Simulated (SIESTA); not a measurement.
Crystal: ZrC.

```xyz
2
Lattice="0.0000 2.3650 2.3650 2.3650 0.0000 2.3650 2.3650 2.3650 0.0000" Properties=species:S:1:pos:R:3 pbc="T T T"
Zr    2.3650    2.3650    2.3650
C     0.0000    0.0000    0.0000
```

Base run:

* Program: SIESTA 5.4.2
* Functional: AM05
* Potentials or basis: PseudoDojo 0.4 standard (PBEsol files)
* Basis: DZP (energy shift 0.003 Ry; two zetas on semicore shells)
* Grid cutoff: 800 Ry
* Energy shift: 0.003 Ry
* k mesh: 10 × 10 × 10
* Occupations: fermi-dirac, width 0.05 eV
* Spin: no spin polarisation

Its results: band gap on the k mesh none (metal or under the smearing width); pressure -7.0 GPa.

Task: After a change of settings the same cell gave: band gap on the k mesh none (metal or under the smearing width); pressure -5.7 GPa. Which change was it?
A. functional from AM05 to LDA; potentials or basis from PseudoDojo 0.4 standard (PBEsol files) to PseudoDojo 0.4 standard (LDA files)
B. functional from AM05 to RPBE; potentials or basis from PseudoDojo 0.4 standard (PBEsol files) to PseudoDojo 0.4 standard (PBE files)
C. functional from AM05 to revPBE; potentials or basis from PseudoDojo 0.4 standard (PBEsol files) to PseudoDojo 0.4 standard (PBE files)
D. functional from AM05 to WC

Result: D.

Caveats: the potentials were made for another functional, which shifts forces and pressure; the basis of atomic orbitals isn't converged, which shifts pressures, moduli and gaps.
